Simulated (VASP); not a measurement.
# TiPt3: Ti into a neighbouring Ti vacancy, part 3 of 4

Wanted: the minimum-energy path in TiPt3 for this move: Ti into a neighbouring Ti vacancy. The start is a cell from a database of measured crystal structures.

VASP 6.6.1; PBE; plane waves and PAW (Pt, Ti).

So far. Step 2 (Relax the host): The run ended after 3 ionic steps, 0.043 eV below its first step, once forces and stress met EDIFFG = -0.02. Step 3 (Relax the start): The run ended after 8 ionic steps, 0.131 eV below its first step, once the forces on the free atoms met EDIFFG = -0.05.

The database entry behind the starting cell is an old determination (1943), so it need not match the best structure at ambient conditions.

### Step 4. Relax the end

The end state is relaxed in the same way, so that both ends share their errors.

INCAR reads:

```
SYSTEM = Ti7Pt24
PREC = Normal
ENCUT = 280
EDIFF = 1E-05
NELM = 120
ISMEAR = 1
SIGMA = 0.15
LREAL = Auto
ALGO = Fast
GGA = PE
NBANDS = 156
LASPH = .TRUE.
LORBIT = 11
LWAVE = .FALSE.
LCHARG = .FALSE.
KPAR = 6
IBRION = 2
NSW = 60
ISIF = 2
EDIFFG = -0.05
POTIM = 0.4
MAXMIX = 40
ISYM = 0
```

POSCAR reads:

```
Ti7Pt24
1.0
    7.8760493014      0.0000000000      0.0000000000
    0.0000000000      7.8760493014      0.0000000000
    0.0000000000      0.0000000000      7.8760493014
Pt Ti
24 7
Direct
    0.2493426957      0.2526808943     -0.0057156937
    0.2496479064      0.2500837986      0.4963805484
    0.2508451283      0.7483461733      0.0021900442
    0.2496810785      0.7516992104      0.5030950634
    0.7509723900      0.2477762426     -0.0038453762
    0.7544524458      0.2497173908      0.4982514966
    0.7503663184      0.7495139408      0.0021638825
    0.7500861553      0.7500349149      0.4981854361
    0.2511923950     -0.0026253435      0.2516909225
    0.2538698019     -0.0038717026      0.7437373951
    0.2515664675      0.5064699895      0.2474583073
    0.2468240530      0.5014955948      0.7478651185
    0.7487150271     -0.0008839901      0.2513509364
    0.7489707978      0.0007056402      0.7495517213
    0.7478550893      0.4991878511      0.2475866081
    0.7500165438      0.4971461168      0.7472247650
    0.0036997275      0.2498649470      0.2498631242
    0.0012989670      0.2489312992      0.7494196700
    0.0010795990      0.7507171510      0.2470561466
    0.0021161437      0.7485006825      0.7473182521
    0.4977133839      0.2490082710      0.2541322754
    0.4970149097      0.2504064878      0.7445713281
    0.4999960210      0.7522843088      0.2493990304
    0.4984018512      0.7505878863      0.7517779263
    0.0016852550      0.0050087900      0.0005311482
   -0.0015043331      0.4996800955     -0.0001840988
    0.0002761216      0.4999237490      0.5004417594
    0.4957571366      0.0021067135     -0.0014594608
    0.4970209463      0.0016194697      0.5033451441
    0.5012519682      0.5004092390     -0.0023672282
    0.5072918978      0.5022352796      0.4971069387
```

KPOINTS reads:

```
Automatic mesh
0
Monkhorst-Pack
2 2 2
0 0 0
```

Potentials, in the order of the species: Pt and Ti (PBE family, release 64).

Started as:

```bash
$ mpirun -np 6 vasp_std
```

Output:

```text
[... set-up lines as in an earlier step ...]
 entering main loop
       N       E                     dE             d eps       ncg     rms          rms(c)
DAV:   1     0.154535314369E+04    0.15454E+04   -0.81135E+04  1272   0.102E+03
DAV:   2     0.300630925662E+02   -0.15153E+04   -0.14290E+04  1260   0.276E+02
DAV:   3    -0.221544965682E+03   -0.25161E+03   -0.23697E+03  1832   0.923E+01
DAV:   4    -0.247464491160E+03   -0.25920E+02   -0.25050E+02  1712   0.307E+01
DAV:   5    -0.248452125965E+03   -0.98763E+00   -0.97360E+00  1688   0.516E+00    0.605E+01
RMM:   6    -0.230095265205E+03    0.18357E+02   -0.97166E+01  1261   0.275E+01    0.266E+01
RMM:   7    -0.231015176830E+03   -0.91991E+00   -0.47583E+01  1250   0.221E+01    0.253E+01
RMM:   8    -0.224964652958E+03    0.60505E+01   -0.18858E+01  1261   0.144E+01    0.843E+00
RMM:   9    -0.225322570090E+03   -0.35792E+00   -0.12024E+01  1326   0.483E+00    0.413E+00
RMM:  10    -0.225036012369E+03    0.28656E+00   -0.16873E+00  1308   0.382E+00    0.269E+00
RMM:  11    -0.225035172919E+03    0.83945E-03   -0.49437E-01  1388   0.155E+00    0.190E+00
RMM:  12    -0.225025090662E+03    0.10082E-01   -0.20734E-01  1343   0.111E+00    0.100E+00
RMM:  13    -0.225012523823E+03    0.12567E-01   -0.73081E-02  1333   0.656E-01    0.601E-01
RMM:  14    -0.225011729197E+03    0.79463E-03   -0.33297E-02  1517   0.305E-01    0.307E-01
RMM:  15    -0.225011660311E+03    0.68886E-04   -0.68339E-03  1664   0.140E-01    0.190E-01
RMM:  16    -0.225011577967E+03    0.82344E-04   -0.11785E-03  1482   0.636E-02    0.151E-01
RMM:  17    -0.225011528039E+03    0.49928E-04   -0.13908E-03  1281   0.935E-02    0.109E-01
RMM:  18    -0.225011345351E+03    0.18269E-03   -0.36938E-04  1361   0.472E-02    0.415E-02
RMM:  19    -0.225011322095E+03    0.23256E-04   -0.28305E-04  1506   0.281E-02    0.137E-02
RMM:  20    -0.225011326613E+03   -0.45179E-05   -0.68377E-05  1128   0.155E-02
   1 F= -.22501133E+03 E0= -.22503290E+03  d E =-.225011E+03
 curvature:   0.00 expect dE= 0.000E+00 dE for cont linesearch  0.000E+00
 trial: gam= 0.00000 g(F)=  0.203E+00 g(S)=  0.000E+00 ort = 0.000E+00 (trialstep = 0.100E+01)
 search vector abs. value=  0.203E+00
 bond charge predicted
       N       E                     dE             d eps       ncg     rms          rms(c)
DAV:   1    -0.225098499257E+03   -0.87177E-01   -0.40797E+01  1376   0.133E+01    0.950E-01
RMM:   2    -0.225141271037E+03   -0.42772E-01   -0.46542E-01  1259   0.216E+00    0.812E-01
RMM:   3    -0.225151933261E+03   -0.10662E-01   -0.14904E-01  1639   0.978E-01    0.548E-01
RMM:   4    -0.225149991299E+03    0.19420E-02   -0.23951E-02  1389   0.331E-01    0.449E-01
RMM:   5    -0.225147424941E+03    0.25664E-02   -0.28461E-02  1317   0.370E-01    0.264E-01
RMM:   6    -0.225147331974E+03    0.92967E-04   -0.82221E-03  1299   0.263E-01    0.134E-01
RMM:   7    -0.225147287142E+03    0.44832E-04   -0.26937E-03  1480   0.118E-01    0.113E-01
RMM:   8    -0.225147004735E+03    0.28241E-03   -0.96842E-04  1317   0.680E-02    0.717E-02
RMM:   9    -0.225146939213E+03    0.65522E-04   -0.66092E-04  1353   0.538E-02    0.294E-02
RMM:  10    -0.225146954773E+03   -0.15559E-04   -0.20385E-04  1553   0.280E-02    0.188E-02
RMM:  11    -0.225146956001E+03   -0.12279E-05   -0.23970E-05   767   0.118E-02
   2 F= -.22514696E+03 E0= -.22516912E+03  d E =-.135629E+00
[...]
3 F= -.22516525E+03 E0= -.22518746E+03  d E =-.153928E+00
[...]
4 F= -.22518444E+03 E0= -.22520663E+03  d E =-.191822E-01
[...]
5 F= -.22518790E+03 E0= -.22521009E+03  d E =-.226491E-01
[...]
6 F= -.22519368E+03 E0= -.22521588E+03  d E =-.577221E-02
[...]
7 F= -.22519407E+03 E0= -.22521628E+03  d E =-.617003E-02
 curvature:  -0.97 expect dE=-0.138E-02 dE for cont linesearch -0.208E-05
 trial: gam= 0.22773 g(F)=  0.143E-02 g(S)=  0.000E+00 ort = 0.139E-03 (trialstep = 0.129E+01)
 search vector abs. value=  0.196E-02
 bond charge predicted
       N       E                     dE             d eps       ncg     rms          rms(c)
DAV:   1    -0.225194934651E+03   -0.85832E-03   -0.42827E-01  1280   0.137E+00    0.113E-01
RMM:   2    -0.225195247159E+03   -0.31251E-03   -0.58507E-03  1252   0.229E-01    0.699E-02
RMM:   3    -0.225195293870E+03   -0.46711E-04   -0.15230E-03  1470   0.992E-02    0.606E-02
RMM:   4    -0.225195290408E+03    0.34615E-05   -0.33756E-04  1663   0.407E-02    0.521E-02
RMM:   5    -0.225195269255E+03    0.21154E-04   -0.93455E-05  1292   0.210E-02    0.355E-02
RMM:   6    -0.225195277447E+03   -0.81918E-05   -0.94176E-05  1272   0.222E-02
   8 F= -.22519528E+03 E0= -.22521748E+03  d E =-.120382E-02
 trial-energy change:   -0.001204  1 .order   -0.001281   -0.001882   -0.000680
 step:   2.0197(harm=  2.0197)  dis= 0.00516  next Energy=  -225.195547 (dE=-0.147E-02)
 reached required accuracy - stopping structural energy minimisation
```

Wall time 2.1 min (6 MPI ranks of AMD EPYC 7R43, shared host); peak memory 1.5 GiB; 11 min of CPU time.

From OUTCAR (step 4):

```text
 Found      4 irreducible k-points:

   NELECT =     268.0000    total number of electrons

 E-fermi :   9.2070

 k-point     1 :       0.2500    0.2500    0.2500
  band No.  band energies     occupation
    ...
    130       8.4714      2.00000
    131       8.9258      2.02345
    132       8.9803      2.05423
    133       8.9817      2.05510
    134       9.1007      1.92611
    135       9.3270      0.02020
    136       9.4004     -0.06976
    137       9.5630     -0.00400
    138       9.5634     -0.00396
    139       9.6638     -0.00014
    ...

 k-point     2 :      -0.2500    0.2500    0.2500
  band No.  band energies     occupation
    ...
    130       8.4716      2.00000
    131       8.9257      2.02341
    132       8.9792      2.05360
    133       8.9828      2.05576
    134       9.1007      1.92594
    135       9.3269      0.02043
    136       9.4005     -0.06972
    137       9.5628     -0.00403
    138       9.5634     -0.00396
    139       9.6638     -0.00014
    ...

  Total       -6.7707963     -6.7961842     -6.8316394      0.0039307     -0.0115944     -0.0164746
  in kB      -22.2036848    -22.2869402    -22.4032093      0.0128900     -0.0380220     -0.0540258
  external PRESSURE =     -22.2979448 kB  Pullay stress =       0.0000000 kB

 POSITION                                       TOTAL-FORCE (eV/Angst)
 -----------------------------------------------------------------------------------
      1.97547      1.97178      7.86744        -0.015237     -0.005263      0.014493
      1.97029      1.97721      3.92933         0.007315     -0.011126      0.009440
      1.96748      5.91152      7.86847         0.002325      0.005837     -0.020250
      1.97670      5.90488      3.93063         0.002374      0.000485     -0.004659
      5.90377      1.96901      7.86672         0.017377      0.007634      0.005637
      5.91062      1.97313      3.92913        -0.004919      0.015011      0.009858
      5.91269      5.91161      7.86791        -0.004690     -0.009823      0.007347
      5.90425      5.90471      3.92978        -0.008948      0.001876     -0.009875
      1.97148      0.00310      1.95830         0.002137     -0.003564      0.002901
      1.97658      0.00266      5.90022         0.004765     -0.009671      0.007971
      1.97293      3.94048      1.95953         0.004606      0.002531      0.009788
      1.96564      3.93928      5.89827         0.002448      0.013023     -0.013641
      5.90767      0.00145      1.95701        -0.000943      0.006652      0.009366
      5.89939      0.00016      5.90146         0.011494      0.017553     -0.004028
      5.90680      3.93997      1.95930         0.002072      0.003389     -0.009918
      5.91423      3.93861      5.89925        -0.010381      0.003923     -0.008989
      0.00191      1.97631      1.95413        -0.002790     -0.004351      0.023890
      0.00184      1.96797      5.90579        -0.002484      0.014361     -0.001871
      0.00275      5.90300      1.96005        -0.008375     -0.001049     -0.006790
      0.00142      5.90808      5.90122         0.009367      0.008910     -0.012750
      3.94068      1.96692      1.96765        -0.004426      0.001939     -0.014352
      3.93928      1.97321      5.89484         0.002121     -0.000123      0.010189
      3.93963      5.91337      1.96013         0.006771     -0.009544      0.003680
      3.93983      5.90286      5.90176        -0.002151      0.009708     -0.006947
      0.00110      0.00413      7.87167         0.000182     -0.005704     -0.010392
      0.00336      3.94147      7.86607        -0.008065     -0.007280      0.002827
      0.00342      3.94291      3.93135        -0.008452     -0.015091     -0.001114
      3.93416      0.00371      7.86570         0.030972     -0.005449      0.008555
      3.93882      0.00335      3.93244         0.005865     -0.000577     -0.008417
      3.94006      3.94222      7.86891         0.000560     -0.010557      0.001632
      3.94745      3.94251      3.92743        -0.030889     -0.013660      0.006422
 -----------------------------------------------------------------------------------
    total drift:                               -0.008903     -0.030273     -0.099092

  FREE ENERGIE OF THE ION-ELECTRON SYSTEM (eV)
  ---------------------------------------------------
  free  energy   TOTEN  =      -225.1952774467 eV

  energy  without entropy=     -225.2618761376  energy(sigma->0) =     -225.21747701

 total charge
# of ion       s       p       d       tot
------------------------------------------
    1        0.691   0.626   8.035   9.353
    2        0.677   0.585   8.012   9.274
    3        0.691   0.626   8.035   9.352
    4        0.678   0.585   8.013   9.275
    5        0.691   0.626   8.035   9.351
    6        0.677   0.584   8.012   9.274
    7        0.691   0.626   8.035   9.352
    8        0.678   0.585   8.012   9.276
    9        0.677   0.585   8.013   9.275
   10        0.678   0.585   8.012   9.275
   11        0.691   0.626   8.035   9.351
   12        0.691   0.626   8.035   9.352
   13        0.677   0.585   8.013   9.275
   14        0.678   0.585   8.013   9.276
   15        0.691   0.626   8.035   9.352
   16        0.691   0.626   8.035   9.352
   17        0.678   0.585   8.012   9.275
   18        0.677   0.585   8.012   9.274
   19        0.678   0.585   8.013   9.276
   20        0.677   0.585   8.013   9.275
   21        0.691   0.626   8.035   9.352
   22        0.691   0.626   8.035   9.352
   23        0.691   0.626   8.035   9.352
   24        0.691   0.626   8.035   9.352
   25        0.486   0.662   2.333   3.481
   26        0.470   0.665   2.331   3.466
   27        0.486   0.662   2.333   3.481
   28        0.470   0.665   2.332   3.467
   29        0.486   0.662   2.333   3.481
   30        0.479   0.666   2.330   3.475
   31        0.470   0.665   2.332   3.467
--------------------------------------------------
tot         19.768  19.183 208.891 247.841

[... 6 parts as in an earlier step ...]

[... 4 further parts left out ...]
```

Relaxation path:

| step | energy less that of the first step (eV) | largest force (eV/Å) |
| --- | --- | --- |
| 1 | 0.0000 | 0.8343 |
| 2 | -0.1356 | 0.2988 |
| 3 | -0.1539 | 0.2639 |
| 4 | -0.1731 | 0.1618 |
| 5 | -0.1766 | 0.1402 |
| 6 | -0.1823 | 0.0816 |
| 7 | -0.1827 | 0.0632 |
| 8 | -0.1840 | 0.0344 |

The atoms that moved most (Å):

| atom | dx | dy | dz | length |
| --- | --- | --- | --- | --- |
| Pt10 | -0.023 | 0.033 | 0.043 | 0.059 |
| Ti31 | -0.048 | -0.013 | 0.012 | 0.051 |
| Pt11 | -0.008 | -0.049 | 0.011 | 0.050 |
| Pt1 | 0.012 | -0.018 | 0.036 | 0.042 |
| Ti29 | 0.024 | -0.009 | -0.032 | 0.041 |
| Pt21 | 0.021 | 0.006 | -0.034 | 0.040 |
| Pt22 | 0.025 | 0.001 | 0.031 | 0.039 |
| Ti25 | -0.012 | -0.035 | -0.009 | 0.038 |

The relaxed structure:

```xyz
31
Lattice="7.8760 0.0000 0.0000 0.0000 7.8760 0.0000 0.0000 0.0000 7.8760" Properties=species:S:1:pos:R:3 pbc="T T T"
Pt    1.9755    1.9718   -0.0086
Pt    1.9703    1.9772    3.9293
Pt    1.9675    5.9115   -0.0076
Pt    1.9767    5.9049    3.9306
Pt    5.9038    1.9690   -0.0093
Pt    5.9106    1.9731    3.9291
Pt    5.9127    5.9116   -0.0081
Pt    5.9042    5.9047    3.9298
Pt    1.9715    0.0031    1.9583
Pt    1.9766    0.0027    5.9002
Pt    1.9729    3.9405    1.9595
Pt    1.9656    3.9393    5.8983
Pt    5.9077    0.0015    1.9570
Pt    5.8994    0.0002    5.9015
Pt    5.9068    3.9400    1.9593
Pt    5.9142    3.9386    5.8993
Pt    0.0019    1.9763    1.9541
Pt    0.0018    1.9680    5.9058
Pt    0.0027    5.9030    1.9601
Pt    0.0014    5.9081    5.9012
Pt    3.9407    1.9669    1.9677
Pt    3.9393    1.9732    5.8948
Pt    3.9396    5.9134    1.9601
Pt    3.9398    5.9029    5.9018
Ti    0.0011    0.0041   -0.0044
Ti    0.0034    3.9415   -0.0100
Ti    0.0034    3.9429    3.9314
Ti    3.9342    0.0037   -0.0104
Ti    3.9388    0.0033    3.9324
Ti    3.9401    3.9422   -0.0071
Ti    3.9475    3.9425    3.9274
```

This step gave:

| Item | Value |
| --- | --- |
| free energy (TOTEN) | -225.1953 eV |
| energy at zero smearing | -225.2175 eV |

The run ended after 8 ionic steps, 0.184 eV below its first step, once the forces on the free atoms met EDIFFG = -0.05.

A spacing of under 0.3 eV between levels on this mesh is not given as a gap, since the run was smeared as a metal.

(Part 3 of 4 ends here.)

[Lines on the potential files, build, host, timing and source positions are cut from VASP's logs without a mark.]

[Logs are printed without paths, hosts, clocks, repeated set-up lines and the standing remarks that a program may print on its own settings, such as how far it seeks lower states.]

[Hosts, paths, dates, database ids (printed as entryN), source tags and the programs' standing remarks are cut or masked in the printed files.]

[Runs that stopped without an error message from VASP are left out.]
